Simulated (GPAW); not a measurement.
## Si in GPAW: convergence with basis set

The system is Si.

```
Si
1.0
     4.12095    0.00000    0.00000
    -2.06047    3.56885    0.00000
     0.00000    0.00000    2.65479
Si
2
Direct
  0.33333 0.66667 0.50000
  0.66666 0.33334 0.50000
```

The cell was built by a generator and needn't be a form met in nature.

```yaml
Program: GPAW 26.7.0
Task: convergence study
Functional: PBE
Potentials_or_basis: GPAW PAW data sets (gpaw-data 1.2.1)
Basis: lcao:sz(dzp)
Grid_spacing: 0.16 Å
k_mesh: 6 × 6 × 8
Occupations: fermi-dirac, width 0.05 eV
Spin: no spin polarisation
```

These are the settings of the first run; the series varies basis set, with any setting tied to it.

Hardware: 1 thread of Arm Neoverse V1, on a shared host.

Question: The values tried are lcao:sz(dzp), lcao:szp(dzp), lcao:dz(dzp), lcao:dzp, fd, pw, loosest first. From which on does the energy stay within 1 meV/atom of the tightest run that finished?

Answer: From fd on.

```tsv
basis set	energy less the tightest run, at zero smearing (meV/atom)	SCF cycles	CPU time (s)	peak memory (GiB)
lcao:sz(dzp)	841.12	7	50	0.17
lcao:szp(dzp)	278.19	8	220	0.18
lcao:dz(dzp)	585.99	8	76	0.17
lcao:dzp	97.69	8	260	0.19
fd	0.20	11	45	0.34
pw	0.00	10	15	0.15
```

The tightest run that finished is the yardstick and may itself not be fully converged.
